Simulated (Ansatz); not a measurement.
**Moving the dispersion correction in BP**

The cell as given:

```
CELL_PARAMETERS angstrom
0.00000 2.26900 2.26900
2.26900 0.00000 2.26900
2.26900 2.26900 0.00000
ATOMIC_POSITIONS crystal
P 0.75000 0.75000 0.75000
B 0.00000 0.00000 0.00000
```

Kept alike: task relaxation of cell and atoms; functional PBEsol; k mesh 10 × 10 × 10; occupations fermi-dirac, width 0.05 eV; no spin polarisation. Program: Ansatz, Ansatz PAW, cutoff 420 eV. The mesh is that of the run's cell of 2 atoms. No spin-orbit coupling.

| dispersion correction | band gap (eV) | volume (Å³/atom) |
| --- | --- | --- |
| D3(BJ) | 1.092 | 11.306 |
| D3(BJ)-ATM | 1.097 | 11.345 |
| D4 | 1.098 | 11.356 |
| none | 1.120 | 11.545 |

Gaps hold for each row's own relaxed cell. The relaxations keep at least the cell's symmetry (F-43m). Relaxations stop with a little pressure left, so the last digits of a volume or edge aren't settled. Ansatz's relaxations hold a Pulay term in the stress (up to 0.1 GPa here). A gap read on the mesh alone can miss an edge between its points. All rows use potentials made for PBE.

What does the dispersion correction change here?

The band gap runs from 1.092 (D3(BJ)) to 1.120 eV (none). The volume runs from 11.306 (D3(BJ)) to 11.545 Å³/atom (none). Against no correction: D3(BJ) -2.1 %; D3(BJ)-ATM -1.7 %; D4 -1.6 %. Dispersion terms mostly attract and so lower the volume; the schemes' coefficients and damping set how far. Measured: 11.7 Å³/atom at 299.8 K (arxiv:1906.04101); nearest none, 0.16 Å³/atom off. The runs are for a static lattice.
